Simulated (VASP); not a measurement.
A run of VASP 6.6.1 is set up as follows.

Contents of INCAR:

```
PREC = Accurate
ENCUT = 520
EDIFF = 1E-7
ISMEAR = -1
SIGMA = 0.02
LREAL = False
LASPH = True
NELM = 100
ALGO = Fast
ISIF = 2
LWAVE = False
LCHARG = False
GGA = PS
NBANDS = 51
```

File KPOINTS:

```
Automatic mesh
0
Gamma
  6 6 2
```

POSCAR

```
SnGe2
1.0
    4.2416974267      0.0000000000      0.0000000000
   -2.1208487133      3.6734177267      0.0000000000
    0.0000000000      0.0000000000     10.3577214391
Ge Sn
4 2
Direct
    0.0000000000      0.0000000000      0.8818589600
    0.6666666667      0.3333333333      0.5355174596
    0.3333333333      0.6666666667      0.4644825404
    0.0000000000      0.0000000000      0.1181410400
    0.3333333333      0.6666666667      0.2080188601
    0.6666666667      0.3333333333      0.7919811399
```

Potentials or basis: VASP PAW PBE potentials, release 64 (Ge_d, Sn_d).

Command:

```sh
$ cat potpaw_PBE.64/Ge_d/POTCAR potpaw_PBE.64/Sn_d/POTCAR > POTCAR
$ mpirun -np 1 vasp_std > vasp.out
```

(1) Estimate the largest force.

(2) Predict the pressure.

Results:

(1) 0.076 eV/Å.

(2) -0.3 GPa.

Caveat: the PAW data sets were made with another functional, which shifts forces and pressure a little.
